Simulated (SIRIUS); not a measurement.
# W (Im-3m) in SIRIUS: notebook

Runs on W. Level: PBE. Tasks: single point.

Program: SIRIUS 7.12.0. These are calculated values, not measurements. Logs are shortened: lines on timing, memory, paths and dates and some standing lists are left out, and cuts for length are marked. The log counts tension as positive stress, the text compression.

### 1 The undisturbed crystal

It takes space group Im-3m (No. 229, cubic). Conventional cell: a = 3.165 Å, b = 3.165 Å, c = 3.165 Å, α = 90.00°, β = 90.00°, γ = 90.00°. Around W (site symmetry m-3m) lie 8 W at 2.74 Å.

### 2 Single point, PBE, 15.84 Å³/atom (strain = -0.04 (shear xy))

sirius.json

```json
{
  "control": {
    "processing_unit": "cpu",
    "verbosity": 2,
    "num_bands_to_print": 14,
    "print_forces": true,
    "print_stress": true
  },
  "parameters": {
    "electronic_structure_method": "pseudopotential",
    "xc_functionals": ["XC_GGA_X_PBE", "XC_GGA_C_PBE"],
    "gk_cutoff": 8.7,
    "pw_cutoff": 17.4,
    "ngridk": [12, 12, 12],
    "shiftk": [0, 0, 0],
    "smearing": "fermi_dirac",
    "smearing_width": 0.0018374661,
    "num_bands": 14,
    "num_mag_dims": 0,
    "num_dft_iter": 100,
    "energy_tol": 1e-08,
    "density_tol": 1e-06
  },
  "iterative_solver": {
    "type": "davidson",
    "min_tolerance": 1e-10
  },
  "mixer": {
    "type": "anderson",
    "beta": 0.7,
    "max_history": 8
  },
  "settings": {
    "tol_ne": 1e-10,
    "pseudo_grid_cutoff": 6.5
  },
  "unit_cell": {
    "lattice_vectors": [
      [-3.050002658364, 3.050002658364, 2.990198684671],
      [3.050002658364, -3.050002658364, 2.990198684671],
      [2.930394710978, 2.930394710978, -2.990198684671]
    ],
    "atom_coordinate_units": "lattice",
    "atom_types": ["W"],
    "atom_files": {
      "W": "W.json"
    },
    "atoms": {
      "W": [
        [0.0, 0.0, 0.0]
      ]
    }
  }
}
```

Potentials or basis: PseudoDojo 0.4.1 PBE standard (scalar relativistic).

Started as:

```bash
$ upf_to_json W.upf
$ OMP_NUM_THREADS=1 sirius.scf --input=sirius.json --output=out.json --task=0
```

The log of the run:

```text
[info] SIRIUS version : 7.12.0
[info] number of MPI ranks           : 1
[info] MPI grid                      : 1 1
[info] maximum number of OMP threads : 1
[fft] FFT context for density and potential
[fft] =====================================
[fft]   comm size                             : 1
[fft]   plane wave cutoff                     : 17.4
[fft]   grid size                             : 32 32 32   total : 32768
[fft]   grid limits                           : -15 16   -15 16   -15 16
[fft]   number of G-vectors within the cutoff : 4765
[fft]   local number of G-vectors             : 4765
[fft]   number of G-shells                    : 1330
[fft] FFT context for coarse grid
[fft] =====================================
[fft]   comm size                             : 1
[fft]   plane wave cutoff                     : 17.4
[fft]   grid size                             : 32 32 32   total : 32768
[fft]   grid limits                           : -15 16   -15 16   -15 16
[fft]   number of G-vectors within the cutoff : 4765
[fft]   local number of G-vectors             : 4765
[fft]   number of G-shells                    : 1330
[unit cell] lattice vectors
[unit cell]   a1 :      -3.0500026584      3.0500026584      2.9901986847
[unit cell]   a2 :       3.0500026584     -3.0500026584      2.9901986847
[unit cell]   a3 :       2.9303947110      2.9303947110     -2.9901986847
[unit cell] reciprocal lattice vectors
[unit cell]   b1 :       0.0210210098      1.0510504903      1.0506300701
[unit cell]   b2 :       1.0510504903      0.0210210098      1.0506300701
[unit cell]   b3 :       1.0720715001      1.0720715001      0.0000000000
[unit cell] unit cell volume :       106.90213458 [a.u.^3]
[unit cell] 1/sqrt(omega)    :         0.09671789
[unit cell] MT volume        :         0.00000000 ( 0.00%)
[unit cell] IT volume        :       106.90213458 (100.00%)
[unit cell] number of atom types : 1
[unit cell] type id : 0 symbol :  W mt_radius :  13.950000 num_atoms : 1
[unit cell] total number of atoms : 1
[unit cell] number of symmetry classes : 1
[unit cell] number of PAW atoms : 0
[unit cell] atom id  type id  class id             position                      vector_field
[unit cell] ------------------------------------------------------------------------------------------
[unit cell]      0        0        0      0.00000   0.00000   0.00000      0.00000   0.00000   0.00000
[unit cell] atom id         position (Cartesian, a.u.)
[unit cell] ---------------------------------------------
[unit cell]      0       0.000000    0.000000    0.000000
[unit cell] class id : 0 atom id : 0
[unit cell] minimum bond length:     5.110354
[unit cell] total number of pseudo wave-functions: 10
[sym] space group number   : 69
[sym] international symbol : Fmmm
[sym] Hall symbol          : -F 2 2
[sym] space group transformation matrix :
[sym]  -0.5000 -0.5000  0.5000
[sym]   0.0000  0.0000 -0.5000
[sym]   0.5000 -0.5000  0.0000
[sym] space group origin shift :
[sym]   0.0000  0.0000  0.0000
[sym] number of space group operations  : 8
[sym] number of magnetic group operations : 8
[sym] metric tensor error: 7.1054e-15
[sym] rotation matrix error: 0.0000e+00
[sym] symmetry operations
[... list of symmetry operations ...]
[atom type] label          : W
[atom type] --------------------------------------------------------------------------------
[atom type] symbol         : W
[atom type] name           :
[atom type] zn             : 14
[atom type] mass           : 0
[atom type] mt_radius      : 13.95
[atom type] num_mt_points  : 1396
[atom type] grid_origin    : 0
[atom type] grid_name      : external
[... 166 lines left out ...]
[find] | SCF iteration   3 out of 100|
[diagonalize] iterative solver tolerance (occupied, empty): 0.000391247 0.000391247
[diagonalize] average number of iterations: 2.56071
[find] Total energy                   :     -75.85238441 (Ha),    -151.70476882 (Ry)
[find] Free energy (E-TS)             :     -75.85253740 (Ha),    -151.70507479 (Ry)
[find] band gap (eV)                  :       0.00000000
[find] Efermi                         :       0.82669273
[find] iteration : 3, RMS (target) : 3.5044e-04 (1.0000e-06) , energy difference (target) : -3.3534e-05 (1.0000e-08)
[find] | SCF iteration   4 out of 100|
[diagonalize] iterative solver tolerance (occupied, empty): 3.50439e-05 3.50439e-05
[diagonalize] average number of iterations: 4.21786
[find] Total energy                   :     -75.85239287 (Ha),    -151.70478574 (Ry)
[... 52 lines left out ...]
[find] | SCF iteration  11 out of 100|
[diagonalize] iterative solver tolerance (occupied, empty): 3.39642e-08 3.39642e-08
[diagonalize] average number of iterations: 1.30714
[find] Total energy                   :     -75.85239627 (Ha),    -151.70479255 (Ry)
[find] Free energy (E-TS)             :     -75.85254898 (Ha),    -151.70509797 (Ry)
[find] band gap (eV)                  :       0.00000000
[find] Efermi                         :       0.82672960
[find] iteration : 11, RMS (target) : 2.4770e-06 (1.0000e-06) , energy difference (target) : 2.5981e-09 (1.0000e-08)
[find] bands are converged : true
[find] iterative solver converged : false
[find] +------------------------------+
[find] | SCF iteration  12 out of 100|
[find] +------------------------------+
[diagonalize] iterative solver tolerance (occupied, empty): 1.69821e-08 1.69821e-08
[diagonalize] average number of iterations: 1.34286
[diagonalize] Lowest band energies
[diagonalize] ik:    0   -1.897359   -0.560566   -0.558005   -0.555819    0.474736    0.770679    0.781764    0.796617    0.912273    0.914446    1.348570    1.362243    1.375780    1.811518
[diagonalize] ik:    1   -1.897027   -0.562387   -0.559776   -0.556761    0.487013    0.769115    0.782901    0.799861    0.901687    0.913899    1.365026    1.383623    1.397737    1.720938
[diagonalize] ik:    2   -1.896120   -0.570806   -0.562803   -0.557465    0.520565    0.755532    0.773266    0.830398    0.887223    0.915123    1.386534    1.441114    1.449630    1.632912
[diagonalize] ik:    3   -1.894874   -0.582885   -0.566500   -0.557763    0.563655    0.734792    0.761033    0.884268    0.889898    0.920527    1.369803    1.434857    1.526488    1.625403
[diagonalize] ik:    4   -1.893623   -0.594593   -0.570170   -0.557912    0.593308    0.715215    0.775091    0.903329    0.927972    0.954915    1.316011    1.349867    1.599974    1.629505
[diagonalize] ...
[diagonalize] ik:  275   -1.890902   -0.603986   -0.580115   -0.567594    0.631700    0.747234    0.751734    0.839727    1.047374    1.058184    1.237958    1.372915    1.388834    1.583654
[diagonalize] ik:  276   -1.890151   -0.600778   -0.583993   -0.574826    0.645931    0.694816    0.801795    0.834449    1.050428    1.097898    1.220449    1.332910    1.475633    1.585177
[diagonalize] ik:  277   -1.889398   -0.597519   -0.587797   -0.581856    0.636142    0.651357    0.872705    0.883511    1.042947    1.126930    1.196133    1.262160    1.530133    1.615447
[diagonalize] ik:  278   -1.888846   -0.595101   -0.590537   -0.586883    0.620628    0.624151    0.951676    0.962736    1.037630    1.138814    1.159008    1.182899    1.461255    1.658291
[diagonalize] ik:  279   -1.888643   -0.594209   -0.591530   -0.588699    0.614240    0.614889    1.002437    1.017792    1.035717    1.123474    1.131765    1.141614    1.423374    1.679825
[find] Charges and magnetic moments
[find] --------------------------------------------------------------------------------
[find] total charge          : 14.000000
[find] Energy
[find] --------------------------------------------------------------------------------
[find] valence_eval_sum               :      -3.03839783
[find] <rho|V^{XC}>                   :     -11.42008157
[find] <rho|E^{XC}>                   :     -16.58281208
[find] <mag|B^{XC}>                   :       0.00000000
[find] <rho|V^{H}>                    :      16.03480960
[find] one-electron contribution      :      -7.65312586 (Ha),     -15.30625171 (Ry)
[find] hartree contribution           :       8.01740480
[find] xc contribution                :     -16.58281208
[find] ewald contribution             :     -59.63386399
[find] PAW contribution               :       0.00000000
[find] smearing (-TS)                 :      -0.00015271
[find] SCF correction                 :       0.00000086
[find] Total energy                   :     -75.85239627 (Ha),    -151.70479255 (Ry)
[find] Free energy (E-TS)             :     -75.85254898 (Ha),    -151.70509797 (Ry)
[find] band gap (eV)                  :       0.00000000
[find] Efermi                         :       0.82672980
[find] iteration : 12, RMS (target) : 9.1086e-07 (1.0000e-06) , energy difference (target) : -1.7146e-09 (1.0000e-08)
[find] bands are converged : true
[find] iterative solver converged : false
[find] converged after 13 SCF iterations!
[find] Charges and magnetic moments
[find] --------------------------------------------------------------------------------
[find] total charge          : 14.000000
[find] Energy
[find] --------------------------------------------------------------------------------
[find] valence_eval_sum               :      -3.03839783
[find] <rho|V^{XC}>                   :     -11.42008157
[find] <rho|E^{XC}>                   :     -16.58281208
[find] <mag|B^{XC}>                   :       0.00000000
[find] <rho|V^{H}>                    :      16.03480960
[find] one-electron contribution      :      -7.65312586 (Ha),     -15.30625171 (Ry)
[find] hartree contribution           :       8.01740480
[find] xc contribution                :     -16.58281208
[find] ewald contribution             :     -59.63386399
[find] PAW contribution               :       0.00000000
[find] smearing (-TS)                 :      -0.00015271
[find] SCF correction                 :       0.00000086
[find] Total energy                   :     -75.85239627 (Ha),    -151.70479255 (Ry)
[find] Free energy (E-TS)             :     -75.85254898 (Ha),    -151.70509797 (Ry)
[find] band gap (eV)                  :       0.00000000
[find] Efermi                         :       0.82672980
[ground_state] === stress tensor components [kbar] ===
[ground_state] === stress_kin ===
[ground_state] -37276.281283  -63.576180    0.000000
[ground_state]   -63.576180-37276.281283    0.000000
[ground_state]     0.000000    0.000000-37285.299066
[ground_state] === stress_har ===
[ground_state] -7336.467516 -538.099639    0.000000
[ground_state]  -538.099639-7336.467516    0.000000
[ground_state]     0.000000    0.000000-7392.121288
[ground_state] === stress_ewald ===
[ground_state] 54744.730341-1340.945505    0.000000
[ground_state] -1340.94550554744.730341    0.000000
[ground_state]     0.000000    0.00000054631.548592
[ground_state] === stress_vloc ===
[ground_state] 22794.774210 1885.414213    0.000000
[ground_state]  1885.41421322794.774210    0.000000
[ground_state]     0.000000    0.00000022970.173064
[ground_state] === stress_xc ===
[ground_state] -13805.277791   -3.803473    0.000000
[ground_state]    -3.803473-13805.277791    0.000000
[ground_state]     0.000000    0.000000-13805.511802
[ground_state] === stress_core ===
[ground_state] 24158.152839    0.533120    0.000000
[ground_state]     0.53312024158.152839    0.000000
[ground_state]     0.000000    0.00000024158.283967
[ground_state] === stress_nonloc ===
[ground_state] -43339.393963    6.658159    0.000000
[ground_state]     6.658159-43339.393963    0.000000
[ground_state]     0.000000    0.000000-43342.365177
[ground_state] === stress_us_nl ===
[ground_state] -43339.393963    6.658159    0.000000
[ground_state]     6.658159-43339.393963    0.000000
[ground_state]     0.000000    0.000000-43342.365177
[ground_state] === stress_total ===
[ground_state]   -59.763162  -53.819305    0.000000
[ground_state]   -53.819305  -59.763162    0.000000
[ground_state]     0.000000    0.000000  -65.291709
[ground_state] ==== total Forces in Ha/bohr =====
[ground_state] atom:    0, force:       0.0000000      0.0000000      0.0000000
[... 8 lines left out ...]
[ground_state] ==== Ewald forces from ions =====
[ground_state] atom:    0, force:       0.0000000      0.0000000      0.0000000
[~DFT_ground_state] local op. applied: 113674
[~DFT_ground_state] evp. work count: 34358.4
[~DFT_ground_state] number of iterative solver steps: 7891
```

It took 29 s on 1 thread of AMD EPYC 9R45 (Zen 5), shared host; peak memory 0.65 GiB.

Results:

- Free energy: -2064.0530 eV
- Pressure: 6.2 GPa
- Band gap on the k mesh: none (metal or under the smearing width)

### 3 Single point, PBE, 15.85 Å³/atom (strain = -0.02 (shear xy))

Edit sirius.json of step 2 so:

```diff
@@ -38,6 +38,7 @@
     "lattice_vectors": [
-      [-3.050002658364, 3.050002658364, 2.990198684671],
-      [3.050002658364, -3.050002658364, 2.990198684671],
-      [2.930394710978, 2.930394710978, -2.990198684671]
+      [-0.579255673874, 0.579255673874, 0.573520469182],
+      [0.579255673874, -0.579255673874, 0.573520469182],
+      [0.56778526449, 0.56778526449, -0.573520469182]
     ],
+    "lattice_vectors_scale": 5.2137610519,
     "atom_coordinate_units": "lattice",
```

Potentials or basis: PseudoDojo 0.4.1 PBE standard (scalar relativistic).

Started as:

```bash
$ upf_to_json W.upf
$ OMP_NUM_THREADS=1 sirius.scf --input=sirius.json --output=out.json --task=0
```

Wall time 26 s (1 thread of AMD EPYC 9R45 (Zen 5), shared host); peak memory 0.65 GiB.

It converged, with:

- Free energy: -2064.0610 eV
- Pressure: 5.9 GPa
- Band gap on the k mesh: none (metal or under the smearing width)
